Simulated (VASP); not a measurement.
Input of a VASP 6.6.1 run:

Contents of INCAR:

```
SYSTEM = CdSe
PREC     = Accurate       ! precision mode
ENCUT    = 520            ! plane-wave cutoff, eV
EDIFF    = 1E-6           ! SCF threshold, eV
ISMEAR   = 0              ! smearing method
SIGMA    = 0.01           ! smearing width, eV
LREAL    = .FALSE.        ! projectors in reciprocal space
LASPH    = .TRUE.         ! aspherical terms in the spheres
NELM     = 100            ! most SCF steps
ALGO     = Normal         ! electronic algorithm
ISIF     = 2              ! what is computed and relaxed
LWAVE    = .FALSE.        ! write WAVECAR
LCHARG   = .TRUE.         ! write CHGCAR
GGA      = B5             ! functional
ALDAX    = 1.0          
AGGAX    = 1.0          
AGGAC    = 1.0          
ALDAC    = 0.0          
IVDW     = 12             ! dispersion correction
VDW_S6   = 1.0          
VDW_S8   = 2.6996       
VDW_A1   = 0.4298       
VDW_A2   = 4.2359       
LELF     = .TRUE.         ! ELF
LVHAR    = .TRUE.       
NBANDS   = 16             ! bands
```

File KPOINTS:

```
Automatic mesh
0
G
  8 8 8
  0 0 0
```

File POSCAR:

```
CdSe
1.0
    0.0000000000      2.8152893338      2.8152893338
    2.8152893338      0.0000000000      2.8152893338
    2.8152893338      2.8152893338      0.0000000000
Cd Se
1 1
Direct
    0.0000000000      0.0000000000      0.0000000000
    0.5000000000      0.5000000000      0.5000000000
```

Potentials or basis: VASP PAW PBE potentials, release 64 (Cd, Se).

Run with:

```sh
$ cat potpaw_PBE.64/Cd/POTCAR potpaw_PBE.64/Se/POTCAR > POTCAR
$ mpirun -np 1 vasp_std > vasp.out
```

**Question.** Predict the pressure.

**Answer.** 2.1 GPa.

**Question.** Predict the dispersion energy per atom.

**Answer.** -0.939 eV.

**Question.** What does it give for the band gap on the k mesh?

**Answer.** None (metal or under the smearing width).

Caveat: the PAW data sets were made with another functional, which shifts forces and pressure a little; pairwise dispersion overbinds metals, which lowers pressure and volume.
